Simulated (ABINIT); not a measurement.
# Ta (P-1) in ABINIT: reference runs

Reference runs on Ta: the cell as given.

Everything below comes from runs of ABINIT 10.8.3 (patched build). Logs are shortened: lines on timing, memory, paths and dates and some standing lists are left out, and cuts for length are marked. The log counts tension as positive stress, the text compression.

## Step 1: The crystal as given

The typed cell holds 2 atoms: a = 2.900 Å, b = 2.900 Å, c = 5.166 Å, α = 90.00°, β = 90.00°, γ = 120.00°.

This isn't the form of Ta at room conditions, which is bcc.

## Step 2: Single point, PBE

Contents of run.abi:

```
pp_dirpath "./"
pseudos "Ta.GGA_PBE-JTH.xml"

acell 3*1.0
rprim
     5.4809088718     0.0000000000     0.0000000000
    -2.7404544454     4.7466063320     0.0000000000
     0.0000000000     0.0000000000     9.7628429448
ntypat 1
znucl 73
natom 2
typat 1 1
xred
     0.5850063500     0.2944316600     0.7321313500
     0.4149936500     0.7055683400     0.2678686500
chkprim 0
chksymtnons 0
tolsym 1.0e-6

ecut 19.0
pawecutdg 38.0
pawxcdev 0

kptopt 1
ngkpt 11 11 5
nshiftk 1
shiftk 0.0 0.0 0.0

ixc 11

nband 17
occopt 3
tsmear 0.05 eV

nstep 100
tolvrs 1.0e-9

iomode 3
prtwf 0
prteig 0
prtebands 0
prtden 1
prtvha 1
prtvclmb 1
prtpot 1
```

Potentials or basis: JTH PAW PBE v2.0.

Launch:

```bash
> abinit run.abi > log 2>&1
```

run.abo:

```text
.Version 10.8.3 of ABINIT
 Symmetries : space group P-1 (#  2); Bravais aP (primitive triclinic)
================================================================================
 Values of the parameters that define the memory need of the present run
     intxc =       0    ionmov =       0      iscf =      17    lmnmax =      18
     lnmax =       6     mgfft =      40  mpssoang =       3    mqgrid =    3001
     natom =       2  nloc_mem =       2    nspden =       1   nspinor =       1
    nsppol =       1      nsym =       2    n1xccc =       1    ntypat =       1
    occopt =       3   xclevel =       2
       mpw =        1027          nfft =       23040          nkpt =         303
 PAW method is used; the additional fine FFT grid is defined by:
   mgfftf=        60    nfftf =     61440
================================================================================
================================================================================

--------------------------------------------------------------------------------
------------- Echo of variables that govern the present computation ------------
--------------------------------------------------------------------------------
 -outvars: echo values of preprocessed input variables --------
            acell      1.0000000000E+00  1.0000000000E+00  1.0000000000E+00 Bohr
              amu      1.80947900E+02
          chkprim           0
      chksymtnons           0
             ecut      1.90000000E+01 Hartree
                       outvar_i_n : Printing only first  50 k-points.
              ixc          11
                       outvar_i_n : Printing only first  50 k-points.
         kptrlatt       11    0    0      0   11    0      0    0    5
          kptrlen      4.88142147E+01
            natom           2
            nband          17
            ngfft          24      24      40
          ngfftdg          32      32      60
             nkpt         303
            nstep         100
             nsym           2
           ntypat           1
                       prtocc : prtvol=0, do not print more k-points.
           occopt           3
        pawecutdg      3.80000000E+01 Hartree
         pawxcdev           0
        prtebands           0
           prteig           0
           prtpot           1
         prtvclmb           1
           prtvha           1
            prtwf           0
            rprim      5.4809088718E+00  0.0000000000E+00  0.0000000000E+00
                      -2.7404544454E+00  4.7466063320E+00  0.0000000000E+00
                       0.0000000000E+00  0.0000000000E+00  9.7628429448E+00
          spgroup           2
           tolsym      1.00000000E-06
           tolvrs      1.00000000E-09
           tsmear      1.83746611E-03 Hartree
            typat      1  1
           useylm           1
                       outvars : Printing only first  50 k-points.
           xangst      1.2697553944E+00  7.3955223592E-01  3.7823911555E+00
                       1.8043063461E-01  1.7722436624E+00  1.3838828410E+00
            xcart      2.3994899423E+00  1.3975511817E+00  7.1476833850E+00
                       3.4096448414E-01  3.3490551503E+00  2.6151595598E+00
             xred      5.8500635000E-01  2.9443166000E-01  7.3213135000E-01
                       4.1499365000E-01  7.0556834000E-01  2.6786865000E-01
            znucl       73.00000

================================================================================

 chkinp: Checking input parameters for consistency.

================================================================================
== DATASET  1 ==================================================================

--- !DatasetInfo
iteration_state: {dtset: 1, }
dimensions: {natom: 2, nkpt: 303, mband: 17, nsppol: 1, nspinor: 1, nspden: 1, mpw: 1027, }
cutoff_energies: {ecut:  19.0, pawecutdg:  38.0, }
electrons: {nelect:   2.60000000E+01, charge:   0.00000000E+00, occopt:   3.00000000E+00, tsmear:   1.83746611E-03, }
meta: {optdriver: 0, ionmov: 0, optcell: 0, iscf: 17, paral_kgb: 0, }
...

 Exchange-correlation functional for the present dataset will be:
  GGA: Perdew-Burke-Ernzerhof functional - ixc=11
  J.P.Perdew, K.Burke, M.Ernzerhof, PRL 77, 3865 (1996)

 Real(R)+Recip(G) space primitive vectors, cartesian coordinates (Bohr,Bohr^-1):
 R(1)=  5.4809089  0.0000000  0.0000000  G(1)=  0.1824515  0.1053384  0.0000000
 R(2)= -2.7404544  4.7466063  0.0000000  G(2)=  0.0000000  0.2106768  0.0000000
 R(3)=  0.0000000  0.0000000  9.7628429  G(3)=  0.0000000  0.0000000  0.1024292
 Unit cell volume ucvol=  2.5398736E+02 bohr^3
 Angles (23,13,12)=  9.00000000E+01  9.00000000E+01  1.20000000E+02 degrees

 Coarse grid specifications (used for wave-functions):

 getcut: wavevector=  0.0000  0.0000  0.0000  ngfft=  24  24  40
         ecut(hartree)=     19.000   => boxcut(ratio)=   2.08805

 Fine grid specifications (used for densities):

 getcut: wavevector=  0.0000  0.0000  0.0000  ngfft=  32  32  60
         ecut(hartree)=     38.000   => boxcut(ratio)=   2.10397

--- Pseudopotential description ------------------------------------------------
- pspini: atom type   1  psp file is ./Ta.GGA_PBE-JTH.xml
 Pseudopotential format is: paw10
 basis_size (lnmax)=  6 (lmn_size= 18), orbitals=   0   0   1   1   2   2
 Spheres core radius: rc_sph= 2.41973345
 Shapefunction is SIN type: shapef(r)=[sin(pi*r/rshp)/(pi*r/rshp)]**2
 Radius for shape functions =  2.11065461
 Compensation charge density is not taken into account in XC energy/potential

   3.99927498E+03                                ecore*ucvol(ha*bohr**3)
--------------------------------------------------------------------------------

[... 7 lines left out ...]

     iter   Etot(hartree)      deltaE(h)  residm     nres2
 ETOT  1  -115.30008350235    -1.153E+02 7.776E+00 1.525E+00
 ETOT  2  -117.92691807276    -2.627E+00 1.857E-01 2.081E+00
 ETOT  3  -117.92350887876     3.409E-03 1.400E-01 7.585E-01
 ETOT  4  -117.91972957071     3.779E-03 3.675E-02 1.476E-02
 ETOT  5  -117.92015573045    -4.262E-04 1.669E-02 1.029E-03
 ETOT  6  -117.92016213025    -6.400E-06 9.333E-03 6.102E-05
 ETOT  7  -117.92016272651    -5.963E-07 5.094E-03 1.247E-05
 ETOT  8  -117.92016268307     4.344E-08 3.217E-03 1.054E-07
 ETOT  9  -117.92016269375    -1.068E-08 2.621E-03 5.205E-08
 ETOT 10  -117.92016269385    -9.757E-11 1.290E-03 9.242E-10

 At SCF step   10       nres2   =  9.24E-10 < tolvrs=  1.00E-09 =>converged.

 Cartesian components of stress tensor (hartree/bohr^3)
  sigma(1 1)=  1.09684947E-05  sigma(3 2)=  5.11428059E-05
  sigma(2 2)= -2.19657278E-04  sigma(3 1)=  8.20507893E-05
  sigma(3 3)=  6.15551142E-05  sigma(2 1)=  2.12325004E-04

--- !ResultsGS
iteration_state: {dtset: 1, }
comment   : Summary of ground state results
lattice_vectors:
- [  5.4809089,   0.0000000,   0.0000000, ]
- [ -2.7404544,   4.7466063,   0.0000000, ]
- [  0.0000000,   0.0000000,   9.7628429, ]
lattice_lengths: [   5.48091,    5.48091,    9.76284, ]
lattice_angles: [ 90.000,  90.000, 120.000, ] # degrees, (23, 13, 12)
lattice_volume:   2.5398736E+02
convergence: {deltae: -9.757E-11, res2:  9.242E-10, residm:  1.290E-03, diffor: null, }
etotal    :  -1.17920163E+02
entropy   :   0.00000000E+00
fermie    :   4.78888671E-02
cartesian_stress_tensor: # hartree/bohr^3
- [  1.09684947E-05,   2.12325004E-04,   8.20507893E-05, ]
- [  2.12325004E-04,  -2.19657278E-04,   5.11428059E-05, ]
- [  8.20507893E-05,   5.11428059E-05,   6.15551142E-05, ]
pressure_GPa:   1.4429E+00
xred      :
- [  5.8501E-01,   2.9443E-01,   7.3213E-01, Ta]
- [  4.1499E-01,   7.0557E-01,   2.6787E-01, Ta]
cartesian_forces: # hartree/bohr
- [ -1.03983702E-02,  -6.72986069E-03,   3.50438152E-02, ]
- [  1.03983702E-02,   6.72986069E-03,  -3.50438152E-02, ]
force_length_stats: {min:   3.71683482E-02, max:   3.71683482E-02, mean:   3.71683482E-02, }
...

 Integrated electronic density in atomic spheres:
 ------------------------------------------------
 Atom  Sphere_radius  Integrated_density
    1        2.41973         10.59629916
    2        2.41973         10.59629916

================================================================================

 ----iterations are completed or convergence reached----

 Mean square residual over all n,k,spin=   56.518E-07; max=  12.900E-04
 reduced coordinates (array xred) for    2 atoms
       0.585006350000      0.294431660000      0.732131350000
       0.414993650000      0.705568340000      0.267868650000
 rms dE/dt=  2.0026E-01; max dE/dt=  3.4213E-01; dE/dt below (all hartree)
    1       0.056992519435      0.003447739548     -0.342127263939
    2      -0.056992519435     -0.003447739548      0.342127263939

 cartesian coordinates (angstrom) at end:
    1      1.26975539437397     0.73955223592303     3.78239115553362
    2      0.18043063461134     1.77224366239521     1.38388284097482

 cartesian forces (hartree/bohr) at end:
    1     -0.01039837019160    -0.00672986068997     0.03504381519533
    2      0.01039837019160     0.00672986068997    -0.03504381519533
 frms,max,avg= 2.1459156E-02 3.5043815E-02   0.000E+00  0.000E+00  0.000E+00 h/b

 cartesian forces (eV/Angstrom) at end:
    1     -0.53470569399883    -0.34606335074059     1.80202543082419
    2      0.53470569399883     0.34606335074059    -1.80202543082419
 frms,max,avg= 1.1034742E+00 1.8020254E+00   0.000E+00  0.000E+00  0.000E+00 e/A
 length scales=  1.000000000000  1.000000000000  1.000000000000 bohr
              =  0.529177210544  0.529177210544  0.529177210544 angstroms
 Fermi (or HOMO) energy (hartree) =   0.04789   Average Vxc (hartree)=  -0.45254
 Eigenvalues (hartree) for nkpt= 303  k points:
 kpt#   1, nband= 17, wtk=  0.00165, kpt=  0.0000  0.0000  0.0000 (reduced coord)
  -2.43688   -2.43397   -1.22382   -1.18919   -1.18808   -1.18494   -1.18467   -1.18142
  -0.25004   -0.13089    0.01108    0.05437    0.06304    0.08070    0.09055    0.10042
   0.13085
      occupation numbers for kpt#   1
   2.00000    2.00000    2.00000    2.00000    2.00000    2.00000    2.00000    2.00000
   2.00000    2.00000    2.00000    0.05722    0.00052    0.00000    0.00000    0.00000
   0.00000
 prteigrs : prtvol=0 or 1, do not print more k-points.

--- !EnergyTerms
iteration_state     : {dtset: 1, }
comment             : Components of total free energy in Hartree
kinetic             :  1.19558942601444E+01
hartree             :  1.67871172804565E+01
xc                  : -1.63037489602394E+01
Ewald energy        : -9.64646318813273E+01
psp_core            :  1.57459608503508E+01
local_psp           : -1.72191817679050E+01
PAW spherical_terms : -3.24207957839858E+01
internal            : -1.17919386002506E+02
'-kT*entropy'       : -7.54732112500491E-04
total_energy        : -1.17920140734618E+02
total_energy_eV     : -3.20877049571014E+03
...

--- !EnergyTermsDC
iteration_state     : {dtset: 1, }
comment             : '"Double-counting" decomposition of free energy'
band_energy         : -2.45645994149069E+01
Ewald energy        : -9.64646318813273E+01
psp_core            :  1.57459608503508E+01
xc_dc               : -2.50974063690182E+01
PAW spherical_terms :  1.24612688531662E+01
internal            : -1.17919407961735E+02
'-kT*entropy'       : -7.54732112500491E-04
total_energy_dc     : -1.17920162693848E+02
total_energy_dc_eV  : -3.20877109325121E+03
...

--- !EnergyTermsWithPAWCore
iteration_state     : {dtset: 1, }
comment             : 'Components of total free energy, including PAW core contributions'
Total energy        : -3.12098111422344E+04
Total energy DC     : -3.12098111641937E+04
Total energy (eV)   : -8.49262225655462E+05
Total energy DC (eV): -8.49262226253003E+05
...

 Cartesian components of stress tensor (hartree/bohr^3)
  sigma(1 1)=  1.09684947E-05  sigma(3 2)=  5.11428059E-05
  sigma(2 2)= -2.19657278E-04  sigma(3 1)=  8.20507893E-05
  sigma(3 3)=  6.15551142E-05  sigma(2 1)=  2.12325004E-04

-Cartesian components of stress tensor (GPa)         [Pressure=  1.4429E+00 GPa]
- sigma(1 1)=  3.22704256E-01  sigma(3 2)=  1.50467330E+00
- sigma(2 2)= -6.46254024E+00  sigma(3 1)=  2.41401757E+00
- sigma(3 3)=  1.81101399E+00  sigma(2 1)=  6.24681730E+00

== END DATASET(S) ==============================================================
================================================================================

 -outvars: echo values of variables after computation  --------
            acell      1.0000000000E+00  1.0000000000E+00  1.0000000000E+00 Bohr
           etotal     -1.1792016269E+02
            fcart     -1.0398370192E-02 -6.7298606900E-03  3.5043815195E-02
                       1.0398370192E-02  6.7298606900E-03 -3.5043815195E-02
            rprim      5.4809088718E+00  0.0000000000E+00  0.0000000000E+00
                      -2.7404544454E+00  4.7466063320E+00  0.0000000000E+00
                       0.0000000000E+00  0.0000000000E+00  9.7628429448E+00
           strten      1.0968494730E-05 -2.1965727815E-04  6.1555114229E-05
                       5.1142805871E-05  8.2050789318E-05  2.1232500440E-04
           xangst      1.2697553944E+00  7.3955223592E-01  3.7823911555E+00
                       1.8043063461E-01  1.7722436624E+00  1.3838828410E+00
             xred      5.8500635000E-01  2.9443166000E-01  7.3213135000E-01
                       4.1499365000E-01  7.0556834000E-01  2.6786865000E-01
 Calculation completed.
```

Wall time 2.5 min (1 thread of Arm Neoverse V1, shared host); peak memory 0.27 GiB.

Results:

```
Free energy                                           : -3208.7711 eV
Pressure                                              : 1.4 GPa
Largest force                                         : 1.911 eV/Å
Band gap on the k mesh                                : none (metal or under the smearing width)
Valence electrons inside the program's atomic spheres : Ta 10.60 (radii [1.2805] Å)
```

Forces on the atoms (eV/Å):
```
Ta  -0.535 -0.346  1.802
Ta   0.535  0.346 -1.802
```

Levels at points of the mesh, in eV from the Fermi level:
```csv
k point,band 11,band 12,band 13,band 14,band 15,band 16
"(0.00, 0.00, 0.00)",-1.00,0.18,0.41,0.89,1.16,1.43
```

Caveat: forces of over 1 eV/Å show positions far from the minimum, so gaps and moduli don't describe the material at rest. The run has no spin-orbit coupling, so splittings on Ta are missing.

## Step 3: Single point, PBE

Contents of run.py:

```python
import json, os
import numpy as np
from ase.units import GPa
from ase.calculators.abinit import Abinit, AbinitProfile
from ase import Atoms

atoms = Atoms(['Ta', 'Ta'],
              cell=[[2.90037207, 0.0, 0.0], [-1.45018604, 2.5117959, 0.0], [0.0, 0.0, 5.166274]],
              scaled_positions=[[0.58500635, 0.29443166, 0.73213135], [0.41499365, 0.70556834, 0.26786865]],
              pbc=True)

profile = AbinitProfile(command='abinit', pp_paths=[os.path.abspath('pseudos')])
params = dict(
    pps='pawxml', xc='PBE',
    chksymtnons=0,
    tolsym=1e-06,
    ecut=517.0163,
    pawecutdg=1034.0327,
    pawxcdev=0,
    kptopt=1,
    ngkpt=[11, 11, 5],
    nshiftk=1,
    shiftk=[0.0, 0.0, 0.0],
    ixc=11,
    nband=17,
    occopt=3,
    tsmear=0.05,
    nstep=100,
    tolvrs=1e-09,
    prtwf=0,
    prtden=0,
)

atoms.calc = Abinit(profile=profile, directory='run', **params)
energy = atoms.get_potential_energy()
forces = atoms.get_forces()
stress = atoms.get_stress()
print(f'energy {energy:.6f} eV')
print('forces (eV/A)')
print(np.round(forces, 5))
print('stress (GPa, Voigt, tension positive)', np.round(stress / GPa, 4))
json.dump(dict(energy=energy, forces=forces.tolist(), stress=stress.tolist(), cell=atoms.cell.tolist(), frac=atoms.get_scaled_positions(wrap=False).tolist()), open('results.json', 'w'))
```

Potentials or basis: JTH PAW PBE v2.0.

Launch:

```bash
> python run.py
```

What it wrote:

```text
energy -3208.770496 eV
forces (eV/A)
[[-0.53471 -0.34606  1.80203]
 [ 0.53471  0.34606 -1.80203]]
stress (GPa, Voigt, tension positive) [ 0.3227 -6.4625  1.811   1.5047  2.414   6.2468]
```

abinit.in:

```text
chksymtnons 0
ecut 517.0163 eV
ixc 11
kptopt 1
natom 2
nband 17
ngkpt
11 11 5
nshiftk 1
nsppol 1
nstep 100
occopt 3
pawecutdg 1034.0327 eV
pawxcdev 0
prtden 0
prtwf 0
shiftk
0.0 0.0 0.0
tolsym 1e-06
tolvrs 1e-09
tsmear 0.05 eV
#Definition of the unit cell
acell
1.00000000000000 1.00000000000000 1.00000000000000 Angstrom
rprim
2.90037207000000 0.00000000000000 0.00000000000000
-1.45018604000000 2.51179590000000 0.00000000000000
0.00000000000000 0.00000000000000 5.16627400000000
chkprim 0 # Allow non-primitive cells
#Definition of the atom types
ntypat 1
znucl 73
#Enumerate different atomic species
typat
 1 1
pseudos "./pseudos/Ta.GGA_PBE-JTH.xml"
#Definition of the atoms
xcart
2.39948994381993 1.39755118258059 7.14768338957708
0.34096448439481 3.34905515241949 2.61515956145497
chkexit 1 # abinit.exit file in the running directory terminates after the current SCF
```

abinit.abo:

```text
.Version 10.8.3 of ABINIT
 Symmetries : space group P-1 (#  2); Bravais aP (primitive triclinic)
================================================================================
 Values of the parameters that define the memory need of the present run
     intxc =       0    ionmov =       0      iscf =      17    lmnmax =      18
     lnmax =       6     mgfft =      40  mpssoang =       3    mqgrid =    3001
     natom =       2  nloc_mem =       2    nspden =       1   nspinor =       1
    nsppol =       1      nsym =       2    n1xccc =       1    ntypat =       1
    occopt =       3   xclevel =       2
       mpw =        1027          nfft =       23040          nkpt =         303
 PAW method is used; the additional fine FFT grid is defined by:
   mgfftf=        60    nfftf =     61440
[... 249 lines left out ...]

 -outvars: echo values of variables after computation  --------
            acell      1.8897261259E+00  1.8897261259E+00  1.8897261259E+00 Bohr
           etotal     -1.1792016269E+02
            fcart     -1.0398370055E-02 -6.7298607336E-03  3.5043816334E-02
                       1.0398370055E-02  6.7298607336E-03 -3.5043816334E-02
            rprim      2.9003720700E+00  0.0000000000E+00  0.0000000000E+00
                      -1.4501860400E+00  2.5117959000E+00  0.0000000000E+00
                       0.0000000000E+00  0.0000000000E+00  5.1662740000E+00
           strten      1.0968515501E-05 -2.1965725209E-04  6.1555133564E-05
                       5.1142804366E-05  8.2050789500E-05  2.1232500432E-04
           xangst      1.2697553952E+00  7.3955223639E-01  3.7823911579E+00
                       1.8043063475E-01  1.7722436635E+00  1.3838828419E+00
             xred      5.8500634998E-01  2.9443165999E-01  7.3213134997E-01
                       4.1499364998E-01  7.0556833997E-01  2.6786864999E-01
 Calculation completed.
```

Wall time 2.5 min (1 thread of Arm Neoverse V1, shared host); peak memory 0.26 GiB.

What came out:

* Free energy: -3208.7711 eV
* Pressure: 1.4 GPa
* Largest force: 1.911 eV/Å
* Band gap on the k mesh: none (metal or under the smearing width)
* Valence electrons inside the program's atomic spheres: Ta 10.60 (radii [1.2805] Å)

Forces on the atoms (eV/Å):
```
Ta  -0.535 -0.346  1.802
Ta   0.535  0.346 -1.802
```

Stress tensor (GPa, compression positive):
```
-0.32 -6.25 -2.41
-6.25  6.46 -1.50
-2.41 -1.50 -1.81
```

Caveat: forces of over 1 eV/Å show positions far from the minimum, so gaps and moduli don't describe the material at rest. The run has no spin-orbit coupling, so splittings on Ta are missing.
